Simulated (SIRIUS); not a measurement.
Crystal: Ge.

```xyz
2
Lattice="0.0000 2.8289 2.8289 2.8289 0.0000 2.8289 2.8289 2.8289 0.0000" Properties=species:S:1:pos:R:3 pbc="T T T"
Ge    4.2054    4.2838    4.2270
Ge    2.8276    2.8391    2.7804
```

The cell isn't the ideal one: atoms moved at random.

* Program: SIRIUS 7.12.0
* Task: relaxation of the atoms
* Functional: PBE
* Dispersion: D3(BJ)
* Potentials or basis: all-electron FP-LAPW
* Cutoff: 226 eV
* Basis: apw+lo standard
* k mesh: 6 × 6 × 6
* Occupations: fermi-dirac, width 0.05 eV
* Spin: no spin polarisation

At the start: volume 22.64 Å³/atom.

Task: Where does the relaxation end?

Result: Over 4 steps the energy falls by 9.5 meV/atom; space group Fd-3m (No. 227, to 0.05 Å).

The path:
```
step  energy change (eV)  largest force (eV/Å)
   1              0.0000                0.6870
   2             -0.0110                0.4354
   3             -0.0189                0.0399
   4             -0.0189                0.0060
```

Final structure:
```
Ge
1.0
     0.00000    2.82891    2.82891
     2.82891    0.00000    2.82891
     2.82891    2.82891    0.00000
Ge
2
Direct
  0.75227 0.73629 0.75668
  0.50214 0.48636 0.50681
```
